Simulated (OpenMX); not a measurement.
## SiO2 in OpenMX: the effect of volume scale

Crystal: SiO2.

```xyz
9
Lattice="4.8500 0.0000 0.0000 -2.4250 4.2002 0.0000 0.0000 0.0000 5.3094" Properties=species:S:1:pos:R:3 pbc="T T T"
Si    2.4250    0.0000    0.0000
Si    1.2125    2.1001    1.7698
Si   -1.2125    2.1001    3.5396
O     1.5178    0.8763    0.8849
O     3.3322    0.8763    4.4245
O     0.0000    1.7526    2.6547
O     0.9072    3.3239    0.8849
O    -0.9072    3.3239    4.4245
O     2.4250    2.4476    2.6547
```

The cell comes from a database or a generator and needn't be the stable form of this composition.

Alike in all runs:

| Quantity | Value |
| --- | --- |
| Program | OpenMX 3.8.5 |
| Task | single point |
| Functional | PBE |
| Potentials or basis | OpenMX 2013 PBE set, Si7.0-s2p2d1, O6.0-s2p2d1, grid cutoff 400 Ry |
| k mesh | 5 × 5 × 5 |
| Occupations | fermi-dirac, width 0.05 eV |
| Spin | no spin polarisation |

| volume scale | gap on the mesh (eV) | pressure (GPa) | largest force (eV/Å) |
| --- | --- | --- | --- |
| 0.88 | 6.92 | 42.2 | 2.06 |
| 0.92 | 6.68 | 29.0 | 1.54 |
| 0.96 | 6.41 | 18.1 | 1.11 |
| 1 | ? | ? | ? |
| 1.04 | 5.76 | 1.7 | 0.42 |
| 1.08 | 5.41 | -4.5 | 0.16 |

Q: What does the run with volume scale 1 give?

A: gap on the mesh 6.10 eV; pressure 9.1 GPa; largest force 0.74 eV/Å.

Worked out: A parabola through the other rows of the gap on the mesh, of slope -7.96 eV per unit of volume scale there, gives 6.10 eV, against the run's 6.10. A parabola through the other rows of the pressure, of slope -210 GPa per unit of volume scale there, gives 8.9 GPa, against the run's 9.1. A parabola through the other rows of the largest force, of slope -8.66 eV/Å per unit of volume scale there, gives 0.73 eV/Å, against the run's 0.74.

Caveats: an odd mesh through Γ misses points on the zone boundary, where band edges often lie; the basis of atomic orbitals isn't converged, which shifts pressures, moduli and gaps; forces of over 1 eV/Å show positions far from the minimum, so gaps and moduli don't describe the material at rest (some runs).
